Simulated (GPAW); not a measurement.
A run of GPAW 26.7.0 is set up as follows.

File run.py:

```python
from ase.eos import EquationOfState
from ase.io import Trajectory, read
from ase.units import GPa
from gpaw import GPAW, PW

atoms = read('POSCAR')

traj = Trajectory('eos.traj', 'w')
volumes, energies = [], []
for x in [0.94, 0.96, 0.98, 1.0, 1.02, 1.04, 1.06]:
    a = atoms.copy()
    a.set_cell(atoms.cell * x**(1 / 3), scale_atoms=True)
    calc = GPAW(mode=PW(600),
                xc='MGGA_X_TPSS+MGGA_C_TPSS',
                kpts={'size': (11, 11, 11), 'gamma': True},
                occupations={'name': 'fermi-dirac', 'width': 0.05},
                nbands=14,
                convergence={'density': 1e-05, 'energy': 1e-05},
                eigensolver='davidson',
                maxiter=150,
                txt=f'eos-{x:.2f}.txt')
    a.calc = calc
    energies.append(a.get_potential_energy(force_consistent=True))
    volumes.append(a.get_volume())
    p = -a.get_stress()[:3].mean() / GPa
    calc.write(f'eos-{x:.2f}.gpw')
    traj.write(a)
    print(f'{x:.2f} {volumes[-1]:10.4f} A^3 {energies[-1]:14.6f} eV {p:9.3f} GPa', flush=True)

v0, e0, B = EquationOfState(volumes, energies, eos='birchmurnaghan').fit()
print(f'V0 = {v0:.4f} A^3, E0 = {e0:.6f} eV, B0 = {B / GPa:.2f} GPa')
```

Contents of POSCAR:

```
Ti
1.0
   -1.6410000000      1.6410000000      1.6410000000
    1.6410000000     -1.6410000000      1.6410000000
    1.6410000000      1.6410000000     -1.6410000000
Ti
1
Direct
    0.0000000000      0.0000000000      0.0000000000
```

Potentials or basis: GPAW PAW data sets (gpaw-data 1.2.1), pw.

Run with:

```bash
$ OMP_NUM_THREADS=1 python run.py
```

Q: What does it give for the bulk modulus?

A: 106 GPa (rough).

Q: Predict the equilibrium volume.

A: 17.01 Å³/atom (rough: see the caveat).

Energy against volume, from the lowest point:
```
volume (Å³/atom)  energy (meV/atom)
          16.616               3.04
          16.969               0.00
          17.323               2.00
          17.676               8.18
          18.030              19.02
          18.383              33.74
          18.737              52.06
```

Caveat: the fit is doubtful: noisy points or a state that changes with volume; the points scatter about the fit; the PAW data sets were made with another functional, which shifts forces and pressure a little.
